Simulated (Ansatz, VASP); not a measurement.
## One calculation of KF (Carobbiite), two programs

```
K F
1.0
     0.00000    2.61731    2.61731
     2.61731    0.00000    2.61731
     2.61731    2.61731    0.00000
K F
1 1
Cartesian
  0.0000 0.0000 0.0000
  2.6173 2.6173 2.6173
```

Alike in both runs: task single point; functional PBEsol; k mesh 9 × 9 × 9; occupations fermi-dirac, width 0.05 eV; no spin polarisation.

|  | VASP | Ansatz |
| --- | --- | --- |
| version | VASP 6.6.1 | Ansatz 0.2.0 |
| potentials or method | VASP PAW PBE potentials, release 64 (K_sv, F) | Ansatz PAW |
| plane-wave cutoff (eV) | 520 | 420 |
| valence electrons in the cell | 16 | 16 |

Ansatz gave:

| Quantity | Value |
| --- | --- |
| gap on the k mesh at the Fermi level (eV) | 6.37 |
| least direct gap on the mesh (eV) | 6.37 |
| pressure (GPa) | 1.5 |

**Question.** What did VASP give for the same quantities?

**Answer.** gap on the k mesh at the Fermi level (eV): 6.35; least direct gap on the mesh (eV): 6.35; pressure (GPa): 1.6.

Caveats: the PAW data sets were made with another functional, which shifts forces and pressure a little (VASP); an odd mesh through Γ misses points on the zone boundary, where band edges often lie (VASP); odd divisions of the mesh miss points on the zone boundary, where band edges often lie, so the gap on the mesh can be too wide (Ansatz); the pressure holds a Pulay correction of +0.4 GPa for the finite cutoff (Ansatz); the PAW data sets come from PBE, with cores solved anew for the run's functional, which leaves a small shift of forces and pressure (Ansatz). Expect the measured gap to be larger: semilocal functionals such as PBEsol lack the derivative discontinuity.
